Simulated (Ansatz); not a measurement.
# In (R-3m) in Ansatz: a series of runs

The runs below take In through relaxation of cell and atoms, with PBEsol, PBEsol+D3(BJ), PBEsol+D3(BJ)-ATM, PBEsol+D4.

All numbers are computed with Ansatz 0.2.0; they aren't measurements. Logs are shortened: lines on timing, memory, paths and dates and some standing lists are left out, and cuts for length are marked.

## (1) The structure

It takes space group R-3m (No. 166, trigonal). Conventional cell: a = 3.339 Å, b = 3.339 Å, c = 24.622 Å, α = 90.00°, β = 90.00°, γ = 120.00°. In (site symmetry 3m) is surrounded by 12 In at 3.34 to 3.35 Å. In (site symmetry -3m) is surrounded by 12 In at 3.34 to 3.35 Å.

This isn't the form of In at room conditions, which is tetragonal.

## (2) Relaxation of cell and atoms, PBEsol

input.yaml reads:

```yaml
crystal:
  lattice:
    - [1.6696368166, 0.9639652655, 8.20746325]
    - [-1.6696368166, 0.9639652655, 8.20746325]
    - [0.0, -1.927930531, 8.20746325]
  atoms:
    - { symbol: In, position: [0.22198776, 0.22198776, 0.22198776] }
    - { symbol: In, position: [0.77801224, 0.77801224, 0.77801224] }
    - { symbol: In, position: [0.0, 0.0, 0.0] }
hamiltonian:
  xc: pbesol
  pseudopotentials: { kind: paw }
kpoints:
  mp_grid: { grid: [9, 9, 9] }
scf:
  occupations: { method: fermi_dirac, width: 0.05 }
output:
  forces: true
  stress: true
  eigenvalues: true
  write_density: true
  write_potential: true
  elf: true
  volumetric_format: npy
relax:
  f_tol: 0.01
  max_steps: 40
  cell: { stress_tol: 0.05 }
```

Potentials or basis: Ansatz PAW.

Run with:

```sh
> ansatz run input.yaml --threads 2 --pin off --max-ram 5632MiB --backend cpu --events-out ev --progress --plain --runs-dir out
```

The log of the run:

```text
Warning: RAYON_NUM_THREADS=2 ignored (pool sized by the plan → 2); use --threads N
basis.fft_grid_basis auto: the FFT boxes are laid along the combinations [[1, -1, 0], [0, 1, 0], [0, -1, 1]] of the cell's own vectors, 3.339, 8.431 and 3.339 Å long. The dense box has 24×60×24 points. Along the cell's own vectors, as sized, it would have 60×60×60, 6.25 times as many. Of the 12 symmetry operations that the crystal satisfies within crystal.symmetry.tolerance (time reversal apart; of a slab, those that keep its plane) the dense box along the cell's own vectors carries 12, and the one as laid loses 8 of those. basis.fft_grid_basis: typed keeps the cell's own vectors: state it where this run's energies or levels are differenced outside the engine with another run's, or held beside a run that keeps those vectors. Those combinations have planes normal to reciprocal vector 3, as the cell's own vectors have. Each planar average written beside output.write_density, output.write_potential has a row for each plane of the box: 24. The volumetric files lie along those combinations, not along the cell's own vectors: a cube or XSF file states them, and fields.json those of NumPy files.
Engine: ansatz 0.2.0, aarch64-unknown-linux-gnu
Pseudopotentials: kind: paw
Pseudopotential: In, paw, valence charge 13, recommended cutoff 420 eV (normal), In.paw.azcp
Functional definition: PBEsol
  exchange = pbesol_x
  correlation = pbesol_c
Crystal: 3 atoms, lattice volume = 79.258 Å³
Basis set: ecut = 420 eV, 1569 PW (Γ), FFT grids on a1−a2, a2, −a2+a3, exchange–correlation on 48×120×48 points (8 copies of the dense FFT grid, shifted against one another)
Bands: 24, of which v1, the nominal top of the filled ones, is band 20 counted from 1 (19 counted from 0)
Symmetry: 12 space group operations
Space group: R-3m (ITA 166), of the structure as read, at distance tolerance 4.3e-5 Å
k-points: 85 of 729
Non-local potential: In, projectors of the file, l = 0: 2, l = 1: 2, l = 2: 2, l = 3: 2
PAW form: soft (Blöchl's): semilocal exchange-correlation on the pseudo side does not see the compensation charge
PAW frozen core: In, regenerated for the run's functional, and the local potential with it (the file was generated under x = pbe(κ = 0.804, μ = 0.2195149727645171), c = pbe(β = 0.06672455060314922))
PAW one-centre angular grid: In, 590 points (default); XC on 64 Gauss nodes
Initial density: superposition of atomic densities (neutral atoms: chi_scale 0, normalization atom), corrected by the library's trained network
Initial wavefunctions: pseudopotential atomic-orbital guess
Functional: x = pbesol(κ = 0.804, μ = 0.12345679012345678), c = pbesol(β = 0.046)
SCF iter   1: F=—  HF=-16576.189016 eV  |F-HF|=—  |Δ(HF+E_count)|=         —  Δρ=2.95e-3  dr2=7.54e-3  ethr=1.77e-3  ⟨swp⟩=6.1  Hψ=9195  notcnv=0
preconditioner: auto → Kerker (q_TF=auto, 2.424 Å⁻¹)  [metal: Δε(μ)=0.049 eV  Ē_g=15.056 eV  σ=0.050 eV  W_gap=0.23  n_scr=24 (ndim 8)  ℏωp=26.0 eV  f_vac=0.000  D(μ)=1.80/eV (n_scr^D=4)]
SCF iter   2: F=—  HF=-16576.182361 eV  |F-HF|=—  |Δ(HF+E_count)|=   6.65e-3  Δρ=1.42e-3  dr2=2.20e-3  ethr=1.93e-5  ⟨swp⟩=2.4  Hψ=4286  notcnv=0  defer=8
SCF iter   3: F=—  HF=-16576.181571 eV  |F-HF|=—  |Δ(HF+E_count)|=   7.90e-4  Δρ=5.02e-4  dr2=1.64e-4  ethr=5.65e-6  ⟨swp⟩=2.0  Hψ=3644  notcnv=0  defer=8
SCF iter   4: F=—  HF=-16576.181582 eV  |F-HF|=—  |Δ(HF+E_count)|=   1.14e-5  Δρ=4.50e-4  dr2=1.23e-4  ethr=4.21e-7  ⟨swp⟩=2.0  Hψ=3670  notcnv=0  defer=8
SCF iter   5: F=—  HF=-16576.181528 eV  |F-HF|=—  |Δ(HF+E_count)|=   5.37e-5  Δρ=1.51e-4  dr2=1.43e-5  ethr=3.15e-7  ⟨swp⟩=2.0  Hψ=3287  notcnv=0  defer=8
SCF iter   6: F=—  HF=-16576.181524 eV  |F-HF|=—  |Δ(HF+E_count)|=   3.96e-6  Δρ=1.82e-5  dr2=2.48e-7  ethr=3.66e-8  ⟨swp⟩=2.0  Hψ=3313  notcnv=0  defer=8
SCF iter   7: F=-16576.181524 eV  HF=-16576.181524 eV  |F-HF|=4.54e-9  |Δ(HF+E_count)|=   1.07e-7  Δρ=1.92e-6  dr2=8.26e-9  ethr=2.56e-10  ⟨swp⟩=10.2  Hψ=15835  notcnv=0
SCF 1 converged in 7 iterations: F = -16576.181524 eV  dr2 = 8.26e-9
relax step   1: F+E_penalty+E_count = -16576.18152436 eV  Δ(F+E_penalty+E_count) = +0.000e0 eV  max|allowed force component| = 2.361e-2 eV/Å  Δτ_max = 0.0000 Å  P = -1.118 GPa  Ω = 79.258 Å³  (7 SCF iters, dr2 threshold 1.00e-7 eV, accepted)
Crystal: 3 atoms, lattice volume = 77.087 Å³
Basis set: ecut = 420 eV, 1527 PW (Γ), FFT grids on a1−a2, a2, −a2+a3, exchange–correlation on 48×120×48 points (8 copies of the dense FFT grid, shifted against one another)
Initial density: handed on by an earlier stage of this run
Initial wavefunctions: those handed on with the density
iter 1 solved again at ethr=1.33e-6 eV; its pass at ethr=3.10e-3 eV (dr2=5.19e-4 eV) is discarded
SCF iter   1: F=—  HF=-16576.191572 eV  |F-HF|=—  |Δ(HF+E_count)|=         —  Δρ=6.71e-4  dr2=6.24e-4  ethr=1.33e-6  ⟨swp⟩=2.4  Hψ=13131  notcnv=0
preconditioner: auto → Kerker (q_TF=auto, 2.435 Å⁻¹)  [metal: Δε(μ)=0.015 eV  Ē_g=15.205 eV  σ=0.050 eV  W_gap=0.08  n_scr=24 (ndim 8)  ℏωp=26.4 eV  f_vac=0.000  D(μ)=1.67/eV (n_scr^D=4)]
SCF iter   2: F=—  HF=-16576.191440 eV  |F-HF|=—  |Δ(HF+E_count)|=   1.32e-4  Δρ=4.22e-4  dr2=2.38e-4  ethr=1.33e-6  ⟨swp⟩=2.0  Hψ=3675  notcnv=0
SCF iter   3: F=—  HF=-16576.191384 eV  |F-HF|=—  |Δ(HF+E_count)|=   5.63e-5  Δρ=1.01e-4  dr2=1.78e-5  ethr=6.11e-7  ⟨swp⟩=2.3  Hψ=3664  notcnv=0
SCF iter   4: F=—  HF=-16576.191380 eV  |F-HF|=—  |Δ(HF+E_count)|=   3.51e-6  Δρ=1.92e-5  dr2=4.95e-7  ethr=4.57e-8  ⟨swp⟩=2.5  Hψ=3365  notcnv=0
SCF iter   5: F=-16576.191380 eV  HF=-16576.191380 eV  |F-HF|=1.32e-8  |Δ(HF+E_count)|=   3.00e-8  Δρ=3.54e-6  dr2=2.39e-8  ethr=7.69e-10  ⟨swp⟩=9.6  Hψ=13464  notcnv=0
SCF 2 converged in 5 iterations: F = -16576.191380 eV  dr2 = 2.39e-8
[... 17 lines left out ...]
SCF iter   3: F=—  HF=-16576.194755 eV  |F-HF|=—  |Δ(HF+E_count)|=   3.11e-5  Δρ=4.86e-5  dr2=5.39e-6  ethr=4.77e-7  ⟨swp⟩=1.7  Hψ=2160  notcnv=0
SCF iter   4: F=-16576.194755 eV  HF=-16576.194755 eV  |F-HF|=7.79e-9  |Δ(HF+E_count)|=   6.15e-7  Δρ=1.14e-5  dr2=7.09e-8  ethr=6.94e-10  ⟨swp⟩=8.2  Hψ=14964  notcnv=0
SCF 4 converged in 4 iterations: F = -16576.194755 eV  dr2 = 7.09e-8
relax step   4: F+E_penalty+E_count = -16576.19475476 eV  Δ(F+E_penalty+E_count) = -1.407e-3 eV  max|allowed force component| = 2.274e-3 eV/Å  Δτ_max = 0.0031 Å  P = +0.126 GPa  Ω = 76.875 Å³  energy of the carried Pulay correction = +5.637e-4 eV  (4 SCF iters, dr2 threshold 2.71e-7 eV, accepted)
Crystal: 3 atoms, lattice volume = 77.093 Å³
iter 1 solved again at ethr=2.74e-8 eV; its pass at ethr=3.10e-3 eV (dr2=1.07e-5 eV) is discarded
SCF iter   1: F=—  HF=-16576.194802 eV  |F-HF|=—  |Δ(HF+E_count)|=         —  Δρ=8.54e-5  dr2=1.07e-5  ethr=2.74e-8  ⟨swp⟩=4.0  Hψ=12702  notcnv=0
preconditioner: auto → Kerker (q_TF=auto, 2.435 Å⁻¹)  [metal: Δε(μ)=0.029 eV  Ē_g=15.184 eV  σ=0.050 eV  W_gap=0.14  n_scr=24 (ndim 8)  ℏωp=26.4 eV  f_vac=0.000  D(μ)=1.53/eV (n_scr^D=4)]
SCF iter   2: F=—  HF=-16576.194800 eV  |F-HF|=—  |Δ(HF+E_count)|=   2.19e-6  Δρ=5.40e-5  dr2=4.20e-6  ethr=2.74e-8  ⟨swp⟩=1.0  Hψ=2040  notcnv=0
SCF iter   3: F=—  HF=-16576.194799 eV  |F-HF|=—  |Δ(HF+E_count)|=   8.15e-7  Δρ=1.21e-5  dr2=3.27e-7  ethr=1.08e-8  ⟨swp⟩=1.4  Hψ=2194  notcnv=0
SCF iter   4: F=-16576.194799 eV  HF=-16576.194799 eV  |F-HF|=5.20e-9  |Δ(HF+E_count)|=   6.60e-8  Δρ=3.04e-6  dr2=1.06e-8  ethr=1.53e-10  ⟨swp⟩=9.2  Hψ=13152  notcnv=0
SCF 5 converged in 4 iterations: F = -16576.194799 eV  dr2 = 1.06e-8
relax step   5: F+E_penalty+E_count = -16576.19479930 eV  Δ(F+E_penalty+E_count) = -4.454e-5 eV  max|allowed force component| = 2.583e-3 eV/Å  Δτ_max = 0.0009 Å  P = +0.002 GPa  Ω = 77.093 Å³  energy of the carried Pulay correction = +5.109e-4 eV  (4 SCF iters, dr2 threshold 5.97e-8 eV, accepted)
Initial wavefunctions: pseudopotential atomic-orbital guess (no wavefunctions were taken with the density)
iter 1 solved again at ethr=2.98e-7 eV; its pass at ethr=3.10e-3 eV (dr2=1.16e-4 eV) is discarded
SCF iter   1: F=—  HF=-16576.194300 eV  |F-HF|=—  |Δ(HF+E_count)|=         —  Δρ=6.00e-5  dr2=4.80e-7  ethr=2.98e-7  ⟨swp⟩=2.8  Hψ=13753  notcnv=0
preconditioner: auto → Kerker (q_TF=auto, 2.435 Å⁻¹)  [metal: Δε(μ)=0.029 eV  Ē_g=15.183 eV  σ=0.050 eV  W_gap=0.15  n_scr=24 (ndim 8)  ℏωp=26.4 eV  f_vac=0.000  D(μ)=1.53/eV (n_scr^D=4)]
SCF iter   2: F=—  HF=-16576.194300 eV  |F-HF|=—  |Δ(HF+E_count)|=   2.39e-8  Δρ=3.14e-5  dr2=1.32e-7  ethr=1.23e-9  ⟨swp⟩=2.1  Hψ=3660  notcnv=0
SCF iter   3: F=—  HF=-16576.194300 eV  |F-HF|=—  |Δ(HF+E_count)|=   9.23e-8  Δρ=4.24e-6  dr2=7.29e-9  ethr=3.39e-10  ⟨swp⟩=2.0  Hψ=3640  notcnv=0
SCF iter   4: F=—  HF=-16576.194300 eV  |F-HF|=—  |Δ(HF+E_count)|=  5.17e-10  Δρ=7.58e-7  dr2=3.07e-10  ethr=1.87e-11  ⟨swp⟩=2.0  Hψ=3694  notcnv=0
SCF iter   5: F=—  HF=-16576.194300 eV  |F-HF|=—  |Δ(HF+E_count)|=  1.16e-10  Δρ=1.70e-7  dr2=5.05e-11  ethr=1.00e-12  ⟨swp⟩=6.7  Hψ=10424  notcnv=0
SCF iter   6: F=-16576.194300 eV  HF=-16576.194300 eV  |F-HF|=7.28e-12  |Δ(HF+E_count)|=  1.82e-11  Δρ=3.34e-8  dr2=3.02e-12  ethr=1.00e-12  ⟨swp⟩=5.3  Hψ=8043  notcnv=0
SCF 6 converged in 6 iterations: F = -16576.194300 eV  dr2 = 3.02e-12
relax step   6: F+E_penalty+E_count = -16576.19430033 eV  Δ(F+E_penalty+E_count) = +4.990e-4 eV  max|allowed force component| = 2.622e-3 eV/Å  Δτ_max = 0.0000 Å  P = -0.000 GPa  Ω = 77.093 Å³  stress off target by 4.17e-3 GPa  SCF on the basis re-selected at this cell (its energy is not comparable with the rows above)  (6 SCF iters)
basis re-selected at this cell: Δ(F+E_penalty+E_count) = +4.990e-4 eV, ΔP = -0.002 GPa vs the last step (what re-selecting the basis moved, of the pressure what is left beyond the Pulay correction that the steps carried, after the strain that the cell walked since its last selection, with what the two solves' SCF thresholds leave and, on support functions, any second-order correction that the steps lacked; it is no measure of the basis error at this ecutwfc). This SCF's stress stands 4.17e-3 GPa from its target on what of the cell is left free (relax.cell.stress_tol is 5.00e-2 GPa) and its largest allowed force component is 2.62e-3 eV/Å (relax.f_tol is 1.00e-2 eV/Å): within both
SCF converged after 6 iterations
Free energy (F): -16576.194300 eV
Harris-Foulkes:  -16576.194300 eV  (|F-HF|=7.28e-12)
Internal energy: -16576.182007 eV  (E = F + TS)
E sigma→0 (E₀):  -16576.188154 eV
Entropy (-TS):   -0.012293 eV (-4.098 meV/atom)
Fermi energy:    10.335466 eV
--- Per-component energies (eV) ---
  E_band       = -65.259034
  E_kinetic    = 725.425691
  E_local      = -3196.152034  (includes V_loc(G=0)·N_el)
  E_nonlocal   = 1102.105852
  E_hartree    = 1250.313443
  E_xc         = -642.741545
  E_vxc        = -301.994983  (∫ρ·V_xc dr)
  E_paw        = -12243.882921  (= ΣΔE_a)
  E_vpaw       = -895.270531  (= ΣTr[D̂ρ^β])
  E_aug_tail   = 0.000075  (compensation charges beyond the density's cutoff)
  E_ewald      = -3571.958276
  E_core_change = 0.707707  (= ΣΔE_core)
  E_smearing   = -0.012293  (= −TS)
  E_closure    = 0.000000  (closes the sum)
  Σ components = -16576.194300   (vs F -16576.194300, Δ=0.00e0)
--- Forces (eV/Å), atoms counted from 1 ---
  atom   1  In     0.00000000     0.00000000    -0.00262172
  atom   2  In    -0.00000000    -0.00000000     0.00262172
  atom   3  In     0.00000000     0.00000000    -0.00000000
  max |Σ_I F_I| component: 9.25e-18 eV/Å
--- Stress (GPa, compression-positive) ---
       -0.002466      -0.000000       0.000000
       -0.000000      -0.002466      -0.000000
        0.000000      -0.000000       0.004175
  P = ⅓ Tr σ = -0.0003 GPa (-0.003 kbar)
--- Band table (eV; the first three rows and the last of 85) ---
  k-point 0: bands = ["-4.2787", "-4.2680", "-4.2374", "-4.2374", "-4.2012", "-4.1935", "-4.1935", "-4.1862", "-4.1862", "-4.1014", "-4.1014", "-3.9357", "-3.9357", "-3.9336", "-3.9336", "0.6512", "3.2653", "3.3259", "11.2740", "11.3286", "18.8362", "18.8362", "18.9442", "18.9442"]
  k-point 1: bands = ["-4.2798", "-4.2704", "-4.2387", "-4.2123", "-4.2107", "-4.1774", "-4.1666", "-4.1638", "-4.1581", "-4.1090", "-4.1046", "-3.9692", "-3.9431", "-3.9348", "-3.9299", "0.8940", "3.3429", "3.7437", "11.1407", "11.9001", "16.2336", "17.0905", "17.6826", "18.1975"]
  k-point 2: bands = ["-4.3282", "-4.2995", "-4.2306", "-4.2036", "-4.1954", "-4.1828", "-4.1569", "-4.1009", "-4.0760", "-4.0721", "-4.0616", "-3.9981", "-3.9674", "-3.9305", "-3.9225", "1.6314", "3.8881", "4.6771", "11.3909", "12.7704", "12.8996", "14.1820", "16.3301", "16.5097"]
  k-point 84: bands = ["-4.2948", "-4.2554", "-4.2326", "-4.2213", "-4.2059", "-4.1823", "-4.1762", "-4.1760", "-4.1603", "-4.0653", "-4.0590", "-4.0249", "-4.0140", "-3.9160", "-3.8821", "1.4904", "1.5972", "6.5197", "7.3003", "16.0137", "16.8572", "17.2781", "17.3330", "17.8639"]
--- Relaxed structure (5 steps of the walk, 5 accepted, 1 SCFs on fresh bases) ---
  F+E_penalty+E_count = -16576.19430033 eV   max|allowed force component| = 2.622e-3 eV/Å   (the final SCF, on the basis selected at the relaxed cell)
  cell:  # Å, volume = 77.0929 Å³
    - [1.6738495900885821, 0.9663975114205867, 7.943111920274373]
    - [-1.6738495900885821, 0.9663975114205867, 7.943111920274373]
    - [-1.8033169363066688e-17, -1.9327950228411734, 7.943111920274373]
  atoms:
    - { symbol: In, position: [0.22166469480879783, 0.22166469480879783, 0.22166469480879783] }
    - { symbol: In, position: [0.778335305191202, 0.778335305191202, 0.778335305191202] }
    - { symbol: In, position: [-9.17357961163697e-23, -9.173579611650748e-23, -9.173579611717116e-23] }
```

Run time: 31 s. Hardware: 2 threads of Arm Neoverse V2, shared host; peak memory 0.44 GiB.

What came out:

- Free energy: -16576.1943 eV
- Relaxed volume: 25.70 Å³/atom
- Relaxed cell: a = 8.175 Å, b = 8.175 Å, c = 8.175 Å, α = 23.63°, β = 23.63°, γ = 23.63°
- Space group after relaxing (to 0.05 Å): R-3m (No. 166)
- Energy gained by relaxing: 4.3 meV/atom
- Ionic steps: 6
- Pressure after relaxing: 0.0 GPa
- Band gap on the k mesh: none (metal or under the smearing width)

Forces in eV/Å, atoms in the order of the input:
```
In   0.000  0.000 -0.003
In   0.000  0.000  0.003
In   0.000  0.000  0.000
```

The path:
| step | energy change (eV) | largest force (eV/Å) | volume (Å³) |
| --- | --- | --- | --- |
| 1 | 0.0000 | 0.0236 | 79.26 |
| 2 | -0.0099 | 0.0026 | 77.09 |
| 3 | -0.0118 | 0.0017 | 76.81 |
| 4 | -0.0132 | 0.0023 | 76.87 |
| 5 | -0.0133 | 0.0026 | 77.09 |
| 6 | -0.0128 | 0.0026 | 77.09 |

Final structure:
```
CELL_PARAMETERS angstrom
1.67385 0.96640 7.94311
-1.67385 0.96640 7.94311
0.00000 -1.93280 7.94311
ATOMIC_POSITIONS crystal
In 0.22166 0.22166 0.22166
In 0.77834 0.77834 0.77834
In 0.00000 0.00000 0.00000
```

Caveat: the plane-wave basis is chosen anew once the cell has moved, so the energies of steps on either side of that aren't comparable; the PAW data sets come from PBE, with cores solved anew for the run's functional, which leaves a small shift of forces and pressure.

(Continued in part 2 of 2.)
